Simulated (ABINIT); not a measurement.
# WS2: band structure with TB-mBJ

Crystal: WS2.

```
CELL_PARAMETERS angstrom
1.57900 0.91164 6.16333
-1.57900 0.91164 6.16333
0.00000 -1.82327 6.16333
ATOMIC_POSITIONS crystal
W 0.00000 0.00000 0.00000
S 0.58100 0.58100 0.58100
S 0.75030 0.75030 0.75030
```

Measurements of this composition are mostly on another form, of space group No. 194.

```
Program             : ABINIT 10.8.3 (patched build)
Task                : band structure
Functional          : TB-mBJ
Potentials or basis : JTH PAW LDA v2.0
Cutoff              : 653 eV
k mesh              : 7 × 7 × 7
Occupations         : fermi-dirac, width 0.05 eV
Spin                : no spin polarisation
Fine-grid cutoff    : 1251.72 eV
```

```json
{"Band gap on the k mesh": "1.38 eV, indirect (least direct gap 2.43 eV)", "Band gap along the path": "2.02 eV, direct", "Valence electrons inside the program's atomic spheres": "W 11.71; S 3.64, 3.65"}
```

Levels at the corners of the path, in eV from the valence-band top:
```tsv
point	band 11	band 12	band 13	band 14	band 15	band 16
Γ	-1.85	-1.13	-0.49	2.92	2.92	3.20
L	-2.12	-1.36	-1.06	3.03	3.46	4.49
B1	-3.54	-2.59	-0.01	2.04	3.40	4.24
```

Wall time 26 min on 1 thread of Arm Neoverse V2, with other jobs on the host, peak memory 0.38 GiB.

Caveat: the constant c of TB-mBJ comes from the pseudo density here, which moves gaps by up to 0.3 eV between sets of potentials; spin-orbit coupling is left out, which moves the levels of the heavy elements.
